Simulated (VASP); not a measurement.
Input of a VASP 6.6.1 run:

File INCAR:

```
SYSTEM = ZrC
PREC     = Accurate       ! precision mode
ENCUT    = 520            ! plane-wave cutoff, eV
EDIFF    = 1E-7           ! SCF threshold, eV
ISMEAR   = 1              ! smearing method
SIGMA    = 0.01           ! smearing width, eV
LREAL    = .False.        ! projectors in reciprocal space
LASPH    = .True.         ! aspherical terms in the spheres
NELM     = 100            ! most SCF steps
ALGO     = Normal         ! electronic algorithm
ISIF     = 2              ! what is computed and relaxed
LWAVE    = .False.        ! write WAVECAR
LCHARG   = .False.        ! write CHGCAR
GGA      = RE             ! functional
IVDW     = 12             ! dispersion correction
NBANDS   = 15             ! bands
```

The input KPOINTS:

```
Automatic mesh
0
Gamma
  7 7 7
  0 0 0
```

Contents of POSCAR:

```
ZrC
1.0
    3.2932263315      0.0000000000      0.0000000000
    1.6466131658      2.8520176635      0.0000000000
    1.6466131658      0.9506725545      2.6889080399
Zr C
1 1
Direct
    0.5000000000      0.5000000000      0.5000000000
    0.0000000000      0.0000000000      0.0000000000
```

Potentials or basis: VASP PAW PBE potentials, release 64 (Zr_sv, C).

Command:

```bash
$ cat potpaw_PBE.64/Zr_sv/POTCAR potpaw_PBE.64/C/POTCAR > POTCAR
$ mpirun -np 1 vasp_std > vasp.out
```

Estimate the band gap on the k mesh.

none (metal or under the smearing width).

What does it give for the dispersion energy per atom?

-0.764 eV.

Predict the pressure.

0.2 GPa.

Caveat: the PAW data sets were made with another functional, which shifts forces and pressure a little; pairwise dispersion overbinds metals, which lowers pressure and volume.
